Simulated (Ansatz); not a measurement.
A relaxation computed with Ansatz, from input to last step.

```yaml
crystal:
  lattice:
    - [-4.8271903498, -4.8271903498, 0.0]
    - [-4.8271903498, 4.8271903498, 0.0]
    - [4.8271903498, 0.0, -6.4763045037]
  atoms:
    - { symbol: Sn, position: [0.1264300335, 0.6264746893, 0.2547401509] }
    - { symbol: Sn, position: [0.8855835588, 0.4026299572, 0.7547238282] }
    - { symbol: Sn, position: [0.6264688497, 0.1263232258, 0.2546424337] }
    - { symbol: Sn, position: [0.3676350294, 0.8709110491, 0.7546658714] }
    - { symbol: Sn, position: [0.2565468879, 0.252416845, 0.5066626277] }
    - { symbol: Sn, position: [0.0041602399, 0.0049933275, 0.0164034324] }
    - { symbol: Sn, position: [0.7424301823, 0.7432902667, 0.4930224909] }
    - { symbol: Sn, position: [0.5044888757, 0.5004068227, 0.002721644] }
    - { symbol: O, position: [0.1428797084, 0.933901157, 0.2597047224] }
    - { symbol: O, position: [0.8911558805, 0.7012382783, 0.7546900016] }
    - { symbol: O, position: [0.6377838758, 0.428818827, 0.2496933272] }
    - { symbol: O, position: [0.4125914652, 0.1793631984, 0.7547094068] }
    - { symbol: O, position: [0.1149464664, 0.323563512, 0.2577616194] }
    - { symbol: O, position: [0.8278173445, 0.0861311972, 0.7552276199] }
    - { symbol: O, position: [0.6118642978, 0.8204497155, 0.2516223562] }
    - { symbol: O, position: [0.3617840564, 0.5683380946, 0.7546757992] }
    - { symbol: O, position: [0.4441349709, 0.741015877, 0.5059897654] }
    - { symbol: O, position: [0.1969208604, 0.4874637096, 0.0017533566] }
    - { symbol: O, position: [0.9498639654, 0.2403530249, 0.5076767431] }
    - { symbol: O, position: [0.6948430894, -0.0088605649, 0.0009213734] }
    - { symbol: O, position: [0.0523817568, 0.7702845751, 0.5057744183] }
    - { symbol: O, position: [0.8124625508, 0.5231007845, 0.0045633758] }
    - { symbol: O, position: [0.5629267581, 0.2724360271, 0.5068949777] }
    - { symbol: O, position: [0.3013505542, 0.0190749447, 0.0035903812] }
    - { symbol: H, position: [0.6827271835, 0.1062408324, 0.7527559969] }
  host:
    lattice:
      - [4.8271903498, 0.0, 0.0]
      - [0.0, 4.8271903498, 0.0]
      - [0.0, 0.0, 3.2381522519]
    atoms:
      - { symbol: Sn, position: [0.5, 0.5, 0.5] }
      - { symbol: Sn, position: [0.0, 0.0, 0.0] }
      - { symbol: O, position: [0.1934234767, 0.8065765233, 0.5] }
      - { symbol: O, position: [0.8065765233, 0.1934234767, 0.5] }
      - { symbol: O, position: [0.3065765233, 0.3065765233, 0.0] }
      - { symbol: O, position: [0.6934234767, 0.6934234767, 0.0] }
total_charge: -1
basis:
  ecutwfc: 420
  xc_grid: 2
kpoints:
  mp_grid: { grid: [3, 3, 3], shift: [0.0, 0.0, 0.0] }
hamiltonian:
  xc: pbe
scf:
  occupations: { method: gaussian, width: 0.01 }
output:
  forces: true
  stress: false
  eigenvalues: true
  charged_corrections:
    defect_position: [0.6875, 0.1875, 0.875]
    epsilon: [[14.0248, 0.0, 0.0], [0.0, 14.0248, 0.0], [0.0, 0.0, 10.8937]]
relax:
  adjacent_minimum: "off"
  f_tol: 0.025
  max_steps: 45
```

```bash
ansatz run input.yaml --threads 4 --pin off --max-ram 10240MiB --backend cpu --events-out ev --progress --plain --runs-dir out
```

The calculation used DFT PBE, scalar-relativistic, plane waves, PAW (Ansatz 0.2.0).

The cell holds a point defect: H interstitial, charge −1.

Of 5 frames 4 are shown, positions in Å and forces in eV/Å; the SCF threshold varies from step to step.

```xyz
25
Lattice="-4.8272 -4.8272 0.0000 -4.8272 4.8272 0.0000 4.8272 0.0000 -6.4763" Properties=species:S:1:pos:R:3:forces:R:3 pbc="T T T" step=1 free_energy_over_end_meV_per_atom=1.39
Sn   -2.4047    2.4138   -1.6498   -0.0258   -0.0428   -0.1331
Sn   -2.5753   -2.3313   -4.8878   -0.1109    0.0638   -0.0404
Sn   -2.4047   -2.4143   -1.6491   -0.0802   -0.0761    0.1743
Sn   -2.3358    2.4294   -4.8874   -0.0884    0.0208    0.0070
Sn   -0.0111   -0.0199   -3.2813    0.0052    0.0295    0.0466
Sn    0.0350    0.0040   -0.1062   -0.0857   -0.1070   -0.0027
Sn   -4.7919    0.0042   -3.1930   -0.0077   -0.0449    0.0083
Sn   -4.8377   -0.0197   -0.0176   -0.0216   -0.0096   -0.0550
O    -3.9442    3.8184   -1.6819    0.0581   -0.1035   -0.1036
O    -4.0438   -0.9168   -4.8876    0.1532   -0.2181   -0.0065
O    -3.9434   -1.0087   -1.6171    0.0711   -0.1058    0.1059
O     0.7856   -1.1258   -4.8877    0.0593   -0.1390    0.0083
O    -0.8725    1.0070   -1.6693   -0.0920    0.0959   -0.1420
O    -0.7662   -3.5803   -4.8911   -0.3552    0.0697    0.0560
O    -5.6994    1.0069   -1.6296   -0.1002    0.1162    0.1674
O    -0.8469    0.9971   -4.8875   -0.0368    0.0451   -0.0180
O    -3.2784    1.4331   -3.2769    0.0054    0.0040   -0.0132
O    -3.2952    1.4025   -0.0114   -0.0559   -0.1169   -0.0509
O    -3.2948   -3.4249   -3.2879   -0.0815   -0.1330    0.0173
O    -3.3069   -3.3969   -0.0060    0.2996    0.1958   -0.1279
O    -1.5297    3.4655   -3.2755   -0.0445   -0.0025    0.0324
O    -6.4250   -1.3968   -0.0296    0.1766    0.1474    0.1655
O    -1.5856   -1.4023   -3.2828    0.1106    0.1184   -0.0497
O    -1.5294   -1.3626   -0.0233   -0.0382    0.0043   -0.0009
H    -0.1748   -2.7828   -4.8751    0.2852    0.1889   -0.0456
25
Lattice="-4.8272 -4.8272 0.0000 -4.8272 4.8272 0.0000 4.8272 0.0000 -6.4763" Properties=species:S:1:pos:R:3:forces:R:3 pbc="T T T" step=2 free_energy_over_end_meV_per_atom=0.47
Sn   -2.4068    2.4137   -1.6490   -0.0090   -0.0181   -0.0760
Sn   -2.5841   -2.3322   -4.8881    0.0843    0.0114   -0.0133
Sn   -2.4044   -2.4126   -1.6494    0.0008   -0.0150    0.1055
Sn   -2.3385    2.4303   -4.8857    0.0073    0.0156   -0.0092
Sn   -0.0122   -0.0205   -3.2842   -0.0327    0.0018    0.0639
Sn    0.0342    0.0063   -0.1088   -0.0888   -0.0624    0.0157
Sn   -4.7974    0.0031   -3.1864   -0.0083    0.0305   -0.0355
Sn   -4.8371   -0.0227   -0.0130   -0.0522    0.0047   -0.0545
O    -3.9489    3.8105   -1.6881    0.0164   -0.0460   -0.0280
O    -4.0513   -0.9270   -4.8860    0.0891   -0.1221    0.0006
O    -3.9465   -1.0174   -1.6090    0.0123   -0.0503    0.0316
O     0.7853   -1.1355   -4.8858    0.0186   -0.0611   -0.0204
O    -0.8755    1.0119   -1.6793   -0.0211    0.0484   -0.0725
O    -0.7662   -3.5558   -4.8879   -0.1237   -0.0059   -0.0231
O    -5.7019    1.0129   -1.6148   -0.0208    0.0397    0.0601
O    -0.8486    1.0012   -4.8883    0.0386    0.0039    0.0066
O    -3.2815    1.4316   -3.2760    0.0073   -0.0267   -0.0235
O    -3.2936    1.3913   -0.0140   -0.0006   -0.0324    0.0160
O    -3.2952   -3.4345   -3.2859    0.0075   -0.0337   -0.0019
O    -3.2851   -3.3999   -0.0142    0.0900    0.0729   -0.0408
O    -1.5409    3.4706   -3.2718    0.0010    0.0155    0.0038
O    -6.4188   -1.3952   -0.0191    0.0344    0.0635    0.0449
O    -1.5866   -1.3957   -3.2881   -0.0136    0.0402    0.0368
O    -1.5369   -1.3558   -0.0218   -0.0224    0.0030   -0.0176
H    -0.1381   -2.7797   -4.8979   -0.0150    0.1224    0.0313
25
Lattice="-4.8272 -4.8272 0.0000 -4.8272 4.8272 0.0000 4.8272 0.0000 -6.4763" Properties=species:S:1:pos:R:3:forces:R:3 pbc="T T T" step=3 free_energy_over_end_meV_per_atom=0.14
Sn   -2.4085    2.4132   -1.6557    0.0038   -0.0044    0.0456
Sn   -2.5759   -2.3365   -4.8868   -0.0334   -0.0100   -0.0044
Sn   -2.4062   -2.4136   -1.6420   -0.0237   -0.0111   -0.0528
Sn   -2.3348    2.4295   -4.8881    0.0247    0.0038    0.0147
Sn   -0.0118   -0.0211   -3.2796    0.0137    0.0085   -0.0223
Sn    0.0280    0.0047   -0.1054    0.0126   -0.0258   -0.0358
Sn   -4.7984    0.0036   -3.1926    0.0035   -0.0393    0.0437
Sn   -4.8389   -0.0206   -0.0167    0.0066   -0.0085    0.0029
O    -3.9722    3.7847   -1.6873   -0.0091    0.0101   -0.0138
O    -4.0653   -0.9580   -4.8881   -0.0064    0.0043    0.0051
O    -3.9724   -1.0436   -1.6090   -0.0038    0.0176    0.0036
O     0.7682   -1.1574   -4.8877   -0.0409   -0.0676    0.0094
O    -0.8539    1.0380   -1.6855    0.0021   -0.0130   -0.0016
O    -0.7671   -3.5454   -4.8890    0.2283    0.3194    0.0098
O    -5.6802    1.0368   -1.6115   -0.0001   -0.0011   -0.0047
O    -0.8175    1.0226   -4.8863   -0.0022   -0.0048   -0.0036
O    -3.2613    1.4071   -3.2858    0.0020    0.0317    0.0102
O    -3.2692    1.3680   -0.0140    0.0080    0.0232    0.0005
O    -3.2687   -3.4599   -3.2835    0.0132    0.0296    0.0003
O    -3.2604   -3.4203   -0.0146    0.0018    0.0286    0.0063
O    -1.5610    3.4906   -3.2753   -0.0079   -0.0167    0.0063
O    -6.4382   -1.3693   -0.0183    0.0033   -0.0358    0.0025
O    -1.6110   -1.3695   -3.2786    0.0084   -0.0336   -0.0123
O    -1.5611   -1.3349   -0.0227   -0.0071   -0.0223   -0.0092
H    -0.1388   -2.7499   -4.8885   -0.1976   -0.1828   -0.0006
25
Lattice="-4.8272 -4.8272 0.0000 -4.8272 4.8272 0.0000 4.8272 0.0000 -6.4763" Properties=species:S:1:pos:R:3:forces:R:3 pbc="T T T" step=5 free_energy_over_end_meV_per_atom=0.00
Sn   -2.4082    2.4117   -1.6538    0.0059    0.0020    0.0161
Sn   -2.5780   -2.3374   -4.8872   -0.0038   -0.0150    0.0005
Sn   -2.4069   -2.4151   -1.6442   -0.0050   -0.0007   -0.0208
Sn   -2.3312    2.4261   -4.8877   -0.0227    0.0129    0.0067
Sn   -0.0116   -0.0241   -3.2799    0.0130   -0.0176   -0.0167
Sn    0.0292    0.0060   -0.1054   -0.0152    0.0088    0.0033
Sn   -4.7978    0.0052   -3.1924   -0.0183    0.0059   -0.0005
Sn   -4.8390   -0.0241   -0.0172    0.0112   -0.0232    0.0077
O    -3.9738    3.7819   -1.6872   -0.0073    0.0108   -0.0053
O    -4.0674   -0.9571   -4.8876   -0.0026   -0.0036    0.0029
O    -3.9737   -1.0457   -1.6100   -0.0047    0.0128    0.0020
O     0.7563   -1.1766   -4.8872   -0.0018    0.0190    0.0018
O    -0.8528    1.0368   -1.6859    0.0064   -0.0044   -0.0067
O    -0.7567   -3.5222   -4.8876    0.0131   -0.0196    0.0008
O    -5.6796    1.0362   -1.6116    0.0064   -0.0006    0.0032
O    -0.8142    1.0198   -4.8867   -0.0011   -0.0010   -0.0018
O    -3.2560    1.4041   -3.2822    0.0064    0.0172    0.0005
O    -3.2677    1.3646   -0.0123   -0.0031    0.0060   -0.0036
O    -3.2674   -3.4629   -3.2856    0.0002    0.0105    0.0047
O    -3.2552   -3.4233   -0.0170    0.0047    0.0174    0.0077
O    -1.5628    3.4915   -3.2756    0.0029   -0.0080    0.0092
O    -6.4412   -1.3701   -0.0187    0.0007   -0.0076   -0.0087
O    -1.6136   -1.3702   -3.2792   -0.0007   -0.0074    0.0064
O    -1.5627   -1.3348   -0.0225    0.0027   -0.0104   -0.0102
H    -0.1444   -2.7214   -4.8876    0.0126   -0.0045    0.0011
```

The run took 2.5 min on 4 threads of AMD EPYC 7R43 64-Core Processor (Zen 3), with other jobs on the host, peak memory 1.3 GiB.